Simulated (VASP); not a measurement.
Calculation: HSE06 screened hybrid, VASP's PBE PAW potentials (set 64) (plane waves; VASP).

Input for VASP

**KPOINTS**
```
Regular mesh
0
G
  4 4 4
0 0 0
```

### INCAR
```
! general
SYSTEM   = BaSnO3
PREC     = Accurate
ENCUT    = 500   ! plane-wave cut-off (eV)
LREAL    = .FALSE.
LASPH    = .TRUE.   ! aspherical one-centre terms
ISYM     = 3

! electronic loop
EDIFF    = 1E-6   ! SCF stop (eV)
NELM     = 60   ! most electronic steps
ALGO     = Normal
LMAXMIX  = 4

! smearing
ISMEAR   = 0   ! Gaussian
SIGMA    = 0.05

! functional
GGA      = PE   ! PBE
LHFCALC  = .TRUE.
AEXX     = 0.25
HFSCREEN = 0.2
PRECFOCK = Fast

! ions
ISIF     = 2

! output
LWAVE    = .FALSE.
LCHARG   = .FALSE.
```

File POSCAR:
```
BaSnO3
4.1867250
  1.0000001127   0.0000000000   0.0000000000
  0.0000000000   1.0000001127   0.0000000000
  0.0000000000   0.0000000000   1.0000001127
Ba Sn O
1 1 3
Cart
  0.0000000000   0.0000000000   0.0000000000
  0.5000000564   0.5000000564   0.5000000564
  0.5000000564   0.0000000000   0.5000000564
  0.0000000000   0.5000000564   0.5000000564
  0.5000000564   0.5000000564   0.0000000000
```

### KPOINTS_OPT
```
named points and PBE's band edges
6
Reciprocal
  0.000000   0.000000   0.000000 1 ! GAMMA
  0.500000   0.500000   0.500000 1 ! R
  0.500000   0.500000   0.000000 1 ! M
  0.000000   0.500000   0.000000 1 ! X
  0.464290   0.500000   0.464290 1 ! near an edge
  0.000000   0.035710   0.000000 1 ! near an edge
```

POTCAR, in this order: Ba_sv Sn_d O (PBE.64 set). Program: vasp_std. Read from the step before: WAVECAR.

What VASP printed:

File OUTCAR:
```
 ion  position               nearest neighbor table
   1  0.000  0.000  0.000-   3 2.96   4 2.96   5 2.96   3 2.96   4 2.96   4 2.96   5 2.96   4 2.96
                             3 2.96   5 2.96   3 2.96   5 2.96   2 3.63   2 3.63   2 3.63   2 3.63
   2  0.500  0.500  0.500-   3 2.09   4 2.09   5 2.09   5 2.09   3 2.09   4 2.09   1 3.63   1 3.63
                             1 3.63   1 3.63   1 3.63   1 3.63   1 3.63   1 3.63
   3  0.500  0.000  0.500-   2 2.09   2 2.09   1 2.96   1 2.96   1 2.96   1 2.96
   4  0.000  0.500  0.500-   2 2.09   2 2.09   1 2.96   1 2.96   1 2.96   1 2.96
   5  0.500  0.500  0.000-   2 2.09   2 2.09   1 2.96   1 2.96   1 2.96   1 2.96
  LATTYP: Found a simple cubic cell.
 ALAT       =     4.1867254719
 Subroutine PRICEL returns:
 Original cell was already a primitive cell.
 Subroutine GETGRP returns: Found 48 space group operations
The static configuration has the point symmetry O_h .
The dynamic configuration has the point symmetry O_h .
 Subroutine INISYM returns: Found 48 space group operations
 Subroutine IBZKPT returns following result:
 Found     10 irreducible k-points:

 Following reciprocal coordinates:
            Coordinates               Weight
  0.000000  0.000000  0.000000      1.000000
  0.250000  0.000000  0.000000      6.000000
  0.500000  0.000000  0.000000      3.000000
  0.250000  0.250000  0.000000     12.000000
  0.500000  0.250000  0.000000     12.000000
  0.500000  0.500000  0.000000      3.000000
  0.250000  0.250000  0.250000      8.000000
  0.500000  0.250000  0.250000     12.000000
  0.500000  0.500000  0.250000      6.000000
  0.500000  0.500000  0.500000      1.000000
 Subroutine IBZKPT_HF returns following result:
   k-points           NKPTS =     10   k-points in BZ     NKDIM =     64   number of bands    NBANDS=     26
   number of dos      NEDOS =    301   number of ions     NIONS =      5
   total plane-waves  NPLWV =  32768
   dimension x,y,z NGX =    32 NGY =   32 NGZ =   32
   dimension x,y,z NGXF=    64 NGYF=   64 NGZF=   64
   ions per type =               1   1   3
   PREC   = accura    normal or accurate (medium, high low for compatibility)
   ISTART =      1    job   : 0-new  1-cont  2-samecut
...
```

**OSZICAR**
```
       N       E                     dE             d eps       ncg     rms          rms(c)
DAV:   1    -0.386793222858E+02   -0.38679E+02   -0.11349E+00   632   0.861E+00    0.110E+00
DAV:   2    -0.386956599804E+02   -0.16338E-01   -0.10951E-01   604   0.264E+00    0.830E-01
DAV:   3    -0.386913287949E+02    0.43312E-02   -0.11521E-02   758   0.953E-01    0.548E-01
DAV:   4    -0.386906003383E+02    0.72846E-03   -0.21851E-03   732   0.316E-01    0.336E-01
DAV:   5    -0.386902481635E+02    0.35217E-03   -0.28811E-04   662   0.165E-01    0.194E-01
DAV:   6    -0.386901356141E+02    0.11255E-03   -0.10485E-04   662   0.905E-02    0.112E-01
DAV:   7    -0.386901023005E+02    0.33314E-04   -0.20398E-05   776   0.422E-02    0.679E-02
DAV:   8    -0.386900916944E+02    0.10606E-04   -0.78068E-06   758   0.255E-02    0.411E-02
DAV:   9    -0.386900884698E+02    0.32247E-05   -0.23646E-06   528   0.143E-02    0.248E-02
DAV:  10    -0.386900873107E+02    0.11591E-05   -0.10090E-06   438   0.986E-03    0.148E-02
DAV:  11    -0.386900869673E+02    0.34338E-06   -0.37585E-07   368   0.619E-03
   1 F= -.38690087E+02 E0= -.38690087E+02  d E =-.299821E-19
       N       E                     dE             ncg
```

OUTCAR:
```
------------------------ aborting loop because EDIFF is reached ----------------------------------------
  FORCE on cell =-STRESS in cart. coord.  units (eV):
  Direction    XX          YY          ZZ          XY          YZ          ZX
  --------------------------------------------------------------------------------------
  Total       -2.5938744     -2.5938744     -2.5938744      0.0000000     -0.0000000      0.0000000
  in kB      -56.6286325    -56.6286325    -56.6286325      0.0000000     -0.0000000      0.0000000
  external PRESSURE =     -56.6286325 kB  Pullay stress =       0.0000000 kB
  volume of cell :       73.39
      direct lattice vectors                 reciprocal lattice vectors
     4.186725472  0.000000000  0.000000000     0.238850148  0.000000000  0.000000000
     0.000000000  4.186725472  0.000000000     0.000000000  0.238850148  0.000000000
     0.000000000  0.000000000  4.186725472     0.000000000  0.000000000  0.238850148
 POSITION                                       TOTAL-FORCE (eV/Angst)
 -----------------------------------------------------------------------------------
      0.00000      0.00000      0.00000         0.000000      0.000000      0.000000
      2.09336      2.09336      2.09336         0.000000      0.000000      0.000000
      2.09336      0.00000      2.09336         0.000000      0.000000      0.000000
      0.00000      2.09336      2.09336         0.000000      0.000000      0.000000
      2.09336      2.09336      0.00000         0.000000      0.000000      0.000000
 -----------------------------------------------------------------------------------
    total drift:                                0.000001      0.000000      0.000001
  FREE ENERGIE OF THE ION-ELECTRON SYSTEM (eV)
  ---------------------------------------------------
  free  energy   TOTEN  =       -38.6900869673 eV

  energy  without entropy=      -38.6900869673  energy(sigma->0) =      -38.69008697

  exchange ACFDT corr.  =         0.00000000  see jH, gK, PRB 81, 115126
```
(Selected blocks of OUTCAR.)

The compound is BaSnO3 in the cubic perovskite structure. It was relaxed first.
